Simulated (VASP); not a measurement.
# CaSe (Fm-3m) in VASP: settings compared

One crystal, CaSe, is run at these levels: r2SCAN, PBE; tasks: single point.

Program: VASP 6.6.1. These are calculated values, not measurements. Logs are shortened: lines on timing, memory, paths and dates and some standing lists are left out, and cuts for length are marked.

**The experiment to reproduce.**

From a printed reference work, monograph, original work of 1988, for a bulk crystal of CaSe at 2 K: band gap 3.85 eV (indirect).

The results are compared with them further down.

## 1. Starting point

It takes space group Fm-3m (No. 225, cubic). Conventional cell: a = 5.912 Å, b = 5.912 Å, c = 5.912 Å, α = 90.00°, β = 90.00°, γ = 90.00°. Se (site symmetry m-3m) has 6 Ca at 2.96 Å as nearest neighbours. Ca (site symmetry m-3m) is surrounded by 6 Se at 2.96 Å.

## 2. Single point, r2SCAN

The input, INCAR:

```
SYSTEM = CaSe
PREC = Accurate
ENCUT = 450
EDIFF = 1E-6
ISMEAR = 0
SIGMA = 0.05
LREAL = .FALSE.
LASPH = .TRUE.
NELM = 100
ALGO = Normal
ISIF = 2
LWAVE = .FALSE.
LCHARG = .FALSE.
METAGGA = R2SCAN
LMIXTAU = .TRUE.
ADDGRID = .FALSE.
```

The input, KPOINTS:

```
regular mesh
0
G
  10 10 10
  0 0 0
```

The input, POSCAR:

```
CaSe
1.0
    0.0000000000      2.9560000000      2.9560000000
    2.9560000000      0.0000000000      2.9560000000
    2.9560000000      2.9560000000      0.0000000000
Se Ca
1 1
Direct
    0.5000000000      0.5000000000      0.5000000000
    0.0000000000      0.0000000000      0.0000000000
```

Potentials or basis: VASP PAW PBE potentials, release 64 (Se, Ca_sv).

Launch:

```bash
cat potpaw_PBE.64/Se/POTCAR potpaw_PBE.64/Ca_sv/POTCAR > POTCAR
mpirun -np 1 vasp_std > vasp.out
```

OUTCAR:

```text
SYSTEM = CaSe
   PREC = Accurate
   ENCUT = 450
   EDIFF = 1E-6
   ISMEAR = 0
   LREAL = .FALSE.
   LASPH = .TRUE.
   NELM = 100
   ISIF = 2
   METAGGA = R2SCAN

 Found     47 irreducible k-points:

 Following reciprocal coordinates:
            Coordinates               Weight
  0.000000  0.000000  0.000000      1.000000
  0.100000  0.000000  0.000000      8.000000
  0.200000  0.000000  0.000000      8.000000
  0.300000  0.000000  0.000000      8.000000
  0.400000  0.000000  0.000000      8.000000
  0.500000  0.000000  0.000000      4.000000
   k-points           NKPTS =     47   k-points in BZ     NKDIM =     47   number of bands    NBANDS=     12
   number of dos      NEDOS =    301   number of ions     NIONS =      2
   total plane-waves  NPLWV =  27000
   dimension x,y,z NGX =    30 NGY =   30 NGZ =   30
   dimension x,y,z NGXF=    60 NGYF=   60 NGZF=   60
   ions per type =               1   1
   NGX,Y,Z   is equivalent  to a cutoff of  11.93, 11.93, 11.93 a.u.
   NGXF,Y,Z  is equivalent  to a cutoff of  23.86, 23.86, 23.86 a.u.
 SYSTEM =  CaSe
   PREC   = accura    normal or accurate (medium, high low for compatibility)
   ISTART =      0    job   : 0-new  1-cont  2-samecut
   ICHARG =      2    charge: 1-file 2-atom 10-const
   ISPIN  =      1    spin polarized calculation?
   LNONCOLLINEAR =      F non collinear calculations
   LSORBIT =      F    spin-orbit coupling
   LASPH  =      T    aspherical Exc in radial PAW
   ENCUT  =  450.0 eV  33.07 Ry    5.75 a.u.   7.23  7.23  7.23*2*pi/ulx,y,z
   NELM   =    100;   NELMIN=  2; NELMDL= -5     # of ELM steps
   EDIFF  = 0.1E-05   stopping-criterion for ELM
   LREAL  =      F    real-space projection
   EDIFFG = 0.1E-04   stopping-criterion for IOM
   NSW    =      0    number of steps for IOM
   IBRION =     -1    ionic relax: 0-MD 1-quasi-New 2-CG
   NFREE  =      0    steps in history (QN), initial steepest desc. (CG)
   ISIF   =      2    stress and relaxation
   ISYM   =      2    0-nonsym 1-usesym 2-fastsym
   POTIM  = 0.5000    time-step for ionic-motion
   TEBEG  =    0.0;   TEEND  =   0.0 temperature during run
   PSTRESS=    0.0 pullay stress
   NELECT =      16.0000    total number of electrons
   NUPDOWN=      -1.0000    fix difference up-down
   EMIN   =  10.00;   EMAX   =-10.00  energy-range for DOS
   EFERMI =   0.00;   METHOD = LEGACY
   ISMEAR =     0;   SIGMA  =   0.05  broadening in eV -4-tet -1-fermi 0-gaus
   EFERMI_NEDOS =   21; number of points for ismear=-14 and -15
   IALGO  =     38    algorithm
   IMIX   =      4    mixing-type and parameters
     AMIX     =   0.40;   BMIX     =  1.00
     AMIX_MAG =   1.60;   BMIX_MAG =  1.00
  volume/ion in A,a.u.               =      25.83       174.30
  Fermi-wavevector in a.u.,A,eV,Ry     =   1.107645  2.093145 16.692666  1.226876
  Thomas-Fermi vector in A             =   2.244161
   LORBIT       =      0    0 simple, 1 ext, 2 COOP (PROOUT), +10 PAW based schemes
   METAGGA = R2SCAN    functional components
   LHFCALC =     F    Hartree Fock is set to
   AEXX    =    0.0000 exact exchange contribution
   IVDW    =     0    specifies the selected vdW correction
   LEPSILON=     F    determine dielectric tensor
   LRPA    =     F    only Hartree local field effects (RPA)
 non-spin polarized calculation
 Gauss-broadening in eV      SIGMA  =   0.05
  energy-cutoff  :      450.00
  volume of cell :       51.66
 maximum number of plane-waves:      1139
 NGX is ok and might be reduce to    30
   NGX = 15   NGY = 15   NGZ = 15

 number of electron      15.9999998 magnetization

 Free energy of the ion-electron system (eV)
  ---------------------------------------------------
  ext. energy  EPLUGINS =         0.00000000
  ---------------------------------------------------
  free energy    TOTEN  =       -25.97575657 eV

  energy without entropy =      -25.97575657  energy(sigma->0) =      -25.97575657

 E-fermi :   2.5366     XC(G=0):  -9.5882

 val. band max:        2.1941473755   @ k =   0.0000   0.0000   0.0000
 cond. band min:       4.6838386703   @ k =   0.5000   0.5000   0.0000
 fundamental gap:      2.4896912948
 Fermi energy:         2.5365666718

 k-point     1 :       0.0000    0.0000    0.0000
  band No.  band energies     occupation
      1     -39.0950      2.00000
      2     -19.2065      2.00000
      3     -19.2065      2.00000
      4     -19.2065      2.00000
      5     -10.0060      2.00000
      6       2.1941      2.00000
      7       2.1941      2.00000
      8       2.1941      2.00000
      9       6.3420      0.00000
     10       6.4211      0.00000
     11       6.4212      0.00000
     12       6.4212      0.00000

 k-point     2 :       0.1000    0.0000    0.0000
  band No.  band energies     occupation
      1     -39.0943      2.00000
      2     -19.2180      2.00000
      3     -19.2072      2.00000
      4     -19.2072      2.00000
      5      -9.9432      2.00000
      6       1.6950      2.00000
      7       2.0384      2.00000
      8       2.0384      2.00000
      9       6.3964      0.00000
     10       6.5669      0.00000
     11       6.5669      0.00000
     12       6.9454      0.00000

 k-point     3 :       0.2000    0.0000    0.0000
  band No.  band energies     occupation
      1     -39.0926      2.00000
      2     -19.2479      2.00000
      3     -19.2090      2.00000
      4     -19.2090      2.00000
      5      -9.7733      2.00000
      6       0.7154      2.00000
      7       1.6892      2.00000
      8       1.6892      2.00000
      9       6.4311      0.00000
     10       6.9364      0.00000
     11       6.9365      0.00000
     12       8.0038      0.00000

 k-point     4 :       0.3000    0.0000    0.0000
  band No.  band energies     occupation
      1     -39.0905      2.00000
      2     -19.2841      2.00000
      3     -19.2112      2.00000
      4     -19.2112      2.00000
      5      -9.5502      2.00000
      6      -0.2139      2.00000
      7       1.3345      2.00000
      8       1.3345      2.00000
      9       6.6173      0.00000
     10       7.4624      0.00000
     11       7.4624      0.00000
     12       8.9287      0.00000

 k-point     5 :       0.4000    0.0000    0.0000
  band No.  band energies     occupation
      1     -39.0889      2.00000
      2     -19.3131      2.00000
      3     -19.2130      2.00000
      4     -19.2130      2.00000
      5      -9.3569      2.00000
      6      -0.8589      2.00000
      7       1.0880      2.00000
      8       1.0880      2.00000
      9       6.9940      0.00000
     10       8.0296      0.00000
     11       8.0296      0.00000
     12       8.7114      0.00000

 k-point     6 :       0.5000    0.0000    0.0000
  band No.  band energies     occupation
      1     -39.0882      2.00000
      2     -19.3240      2.00000
      3     -19.2137      2.00000
      4     -19.2136      2.00000
      5      -9.2794      2.00000
      6      -1.0901      2.00000
      7       1.0010      2.00000
      8       1.0010      2.00000
      9       7.3185      0.00000
     10       8.2968      0.00000
     11       8.3178      0.00000
     12       8.3178      0.00000

 [... further k-points ...]
[... 5 lines left out ...]
  --------------------------------------------------------------------------------------
  -------------------------------------------------------------------------------------
  Total        0.2731801      0.2731801      0.2731801     -0.0000000      0.0000000      0.0000000
  in kB        8.4725930      8.4725930      8.4725930     -0.0000000      0.0000000      0.0000000
  external PRESSURE =       8.4725930 kB  Pullay stress =       0.0000000 kB

 VOLUME and BASIS-vectors are now :
 -----------------------------------------------------------------------------
  energy-cutoff  :      450.00
  volume of cell :       51.66
      direct lattice vectors                 reciprocal lattice vectors
     0.000000000  2.956000000  2.956000000    -0.169147497  0.169147497  0.169147497
     2.956000000  0.000000000  2.956000000     0.169147497 -0.169147497  0.169147497
     2.956000000  2.956000000  0.000000000     0.169147497  0.169147497 -0.169147497

 POSITION                                       TOTAL-FORCE (eV/Angst)
 -----------------------------------------------------------------------------------
      2.95600      2.95600      2.95600         0.000000     -0.000000     -0.000000
      0.00000      0.00000      0.00000         0.000000      0.000000      0.000000
 -----------------------------------------------------------------------------------
    total drift:                               -0.000000      0.000000      0.000000

  FREE ENERGIE OF THE ION-ELECTRON SYSTEM (eV)
  ---------------------------------------------------
  free  energy   TOTEN  =       -25.9757565701 eV

  energy  without entropy=      -25.9757565701  energy(sigma->0) =      -25.97575657
```

Wall time 83 s (1 thread of Intel Xeon Platinum 8488C (Sapphire Rapids), shared host); peak memory 0.18 GiB.

The run converged, but some of its settings lie outside the range that counts as converged, so its numbers aren't taken as properties of the crystal.

What came out:

| Item | Value |
| --- | --- |
| Free energy | -25.9758 eV |
| Pressure | 0.8 GPa |
| Band gap on the k mesh | 2.49 eV, indirect (least direct gap 3.44 eV) |

Caveat: the PAW data sets were made with another functional, which shifts forces and pressure a little.

## 3. Single point, r2SCAN

Edit INCAR of step 2 so:

```diff
@@ -4,3 +4,3 @@
 EDIFF = 1E-6
-ISMEAR = 0
+ISMEAR = -5
 SIGMA = 0.05
```

KPOINTS is that of step 2.

POSCAR is that of step 2.

Potentials or basis: VASP PAW PBE potentials, release 64 (Se, Ca_sv).

Launch:

```bash
cat potpaw_PBE.64/Se/POTCAR potpaw_PBE.64/Ca_sv/POTCAR > POTCAR
mpirun -np 1 vasp_std > vasp.out
```

OUTCAR:

```text
SYSTEM = CaSe
   PREC = Accurate
   ENCUT = 450
   EDIFF = 1E-6
   ISMEAR = -5
   LREAL = .FALSE.
   LASPH = .TRUE.
   NELM = 100
   ISIF = 2
   METAGGA = R2SCAN

 Found     47 irreducible k-points:

 Following reciprocal coordinates:
            Coordinates               Weight
  0.000000  0.000000  0.000000      1.000000
  0.100000  0.000000  0.000000      8.000000
  0.200000  0.000000  0.000000      8.000000
  0.300000  0.000000  0.000000      8.000000
  0.400000  0.000000  0.000000      8.000000
  0.500000  0.000000  0.000000      4.000000
   k-points           NKPTS =     47   k-points in BZ     NKDIM =     47   number of bands    NBANDS=     12
   number of dos      NEDOS =    301   number of ions     NIONS =      2
   total plane-waves  NPLWV =  27000
   dimension x,y,z NGX =    30 NGY =   30 NGZ =   30
   dimension x,y,z NGXF=    60 NGYF=   60 NGZF=   60
   ions per type =               1   1
   NGX,Y,Z   is equivalent  to a cutoff of  11.93, 11.93, 11.93 a.u.
   NGXF,Y,Z  is equivalent  to a cutoff of  23.86, 23.86, 23.86 a.u.
 SYSTEM =  CaSe
   PREC   = accura    normal or accurate (medium, high low for compatibility)
   ISTART =      0    job   : 0-new  1-cont  2-samecut
   ICHARG =      2    charge: 1-file 2-atom 10-const
   ISPIN  =      1    spin polarized calculation?
   LNONCOLLINEAR =      F non collinear calculations
   LSORBIT =      F    spin-orbit coupling
   LASPH  =      T    aspherical Exc in radial PAW
   ENCUT  =  450.0 eV  33.07 Ry    5.75 a.u.   7.23  7.23  7.23*2*pi/ulx,y,z
   NELM   =    100;   NELMIN=  2; NELMDL= -5     # of ELM steps
   EDIFF  = 0.1E-05   stopping-criterion for ELM
   LREAL  =      F    real-space projection
   EDIFFG = 0.1E-04   stopping-criterion for IOM
   NSW    =      0    number of steps for IOM
   IBRION =     -1    ionic relax: 0-MD 1-quasi-New 2-CG
   NFREE  =      0    steps in history (QN), initial steepest desc. (CG)
   ISIF   =      2    stress and relaxation
   ISYM   =      2    0-nonsym 1-usesym 2-fastsym
   POTIM  = 0.5000    time-step for ionic-motion
   TEBEG  =    0.0;   TEEND  =   0.0 temperature during run
   PSTRESS=    0.0 pullay stress
   NELECT =      16.0000    total number of electrons
   NUPDOWN=      -1.0000    fix difference up-down
   EMIN   =  10.00;   EMAX   =-10.00  energy-range for DOS
   EFERMI =   0.00;   METHOD = LEGACY
   ISMEAR =    -5;   SIGMA  =   0.05  broadening in eV -4-tet -1-fermi 0-gaus
[... 20 lines left out ...]
 NGX is ok and might be reduce to    30
   NGX = 15   NGY = 15   NGZ = 15

 number of electron      15.9999998 magnetization

 Free energy of the ion-electron system (eV)
  ---------------------------------------------------
  ext. energy  EPLUGINS =         0.00000000
  ---------------------------------------------------
  free energy    TOTEN  =       -25.97575657 eV

  energy without entropy =      -25.97575657  energy(sigma->0) =      -25.97575657

 E-fermi :   2.2174     XC(G=0):  -9.5882

 val. band max:        2.1941473755   @ k =   0.0000   0.0000   0.0000
 cond. band min:       4.6838386703   @ k =   0.5000   0.5000   0.0000
 fundamental gap:      2.4896912948
 Fermi energy:         2.2174091051

 k-point     1 :       0.0000    0.0000    0.0000
  band No.  band energies     occupation
      1     -39.0950      2.00000
      2     -19.2065      2.00000
      3     -19.2065      2.00000
      4     -19.2065      2.00000
      5     -10.0060      2.00000
      6       2.1941      2.00000
      7       2.1941      2.00000
      8       2.1941      2.00000
      9       6.3420      0.00000
     10       6.4211      0.00000
     11       6.4212      0.00000
     12       6.4212      0.00000
[... 61 lines left out ...]
 k-point     6 :       0.5000    0.0000    0.0000
  band No.  band energies     occupation
      1     -39.0882      2.00000
      2     -19.3240      2.00000
      3     -19.2137      2.00000
      4     -19.2136      2.00000
      5      -9.2794      2.00000
      6      -1.0901      2.00000
      7       1.0010      2.00000
      8       1.0010      2.00000
      9       7.3185      0.00000
     10       8.2968      0.00000
     11       8.3178      0.00000
     12       8.3178      0.00000

 [... further k-points ...]

------------------------ aborting loop because EDIFF is reached ----------------------------------------

  FORCE on cell =-STRESS in cart. coord.  units (eV):
  Direction    XX          YY          ZZ          XY          YZ          ZX
  --------------------------------------------------------------------------------------
  -------------------------------------------------------------------------------------
  Total        0.2731801      0.2731801      0.2731801      0.0000000     -0.0000000     -0.0000000
  in kB        8.4725925      8.4725925      8.4725925      0.0000000     -0.0000000     -0.0000000
  external PRESSURE =       8.4725925 kB  Pullay stress =       0.0000000 kB

 VOLUME and BASIS-vectors are now :
 -----------------------------------------------------------------------------
  energy-cutoff  :      450.00
  volume of cell :       51.66
      direct lattice vectors                 reciprocal lattice vectors
     0.000000000  2.956000000  2.956000000    -0.169147497  0.169147497  0.169147497
     2.956000000  0.000000000  2.956000000     0.169147497 -0.169147497  0.169147497
     2.956000000  2.956000000  0.000000000     0.169147497  0.169147497 -0.169147497

 POSITION                                       TOTAL-FORCE (eV/Angst)
 -----------------------------------------------------------------------------------
      2.95600      2.95600      2.95600         0.000000     -0.000000      0.000000
      0.00000      0.00000      0.00000        -0.000000      0.000000     -0.000000
 -----------------------------------------------------------------------------------
    total drift:                               -0.000000      0.000000      0.000000

  FREE ENERGIE OF THE ION-ELECTRON SYSTEM (eV)
  ---------------------------------------------------
  free  energy   TOTEN  =       -25.9757565700 eV

  energy  without entropy=      -25.9757565700  energy(sigma->0) =      -25.97575657
```

stdout:

```text
POSCAR found type information on POSCAR SeCa
 POSCAR found :  2 types and       2 ions
 scaLAPACK will be used
 -----------------------------------------------------------------------------
|                                                                             |
|                                                                             |
|     You enforced a specific xc type in the INCAR file but a different       |
|     I HOPE YOU KNOW WHAT YOU ARE DOING!                                     |
|                                                                             |
 -----------------------------------------------------------------------------

 LDA part: xc-table for (None), standard interpolation
 POSCAR, INCAR and KPOINTS ok, starting setup
 FFT: planning ... GRIDC
 FFT: planning ... GRID_SOFT
 FFT: planning ... GRID
 WAVECAR not read
 entering main loop
```

It took 2.1 min on 1 thread of Intel Xeon Platinum 8488C (Sapphire Rapids), shared host; peak memory 0.18 GiB.

These settings aren't checked as converged: the numbers below hold their error.

Results:

```yaml
Free_energy: -25.9758 eV
Pressure: 0.8 GPa
Band_gap_on_the_k_mesh: 2.49 eV, indirect (least direct gap 3.44 eV)
```

Caveat: the PAW data sets were made with another functional, which shifts forces and pressure a little.

[end of part 1 of 2]
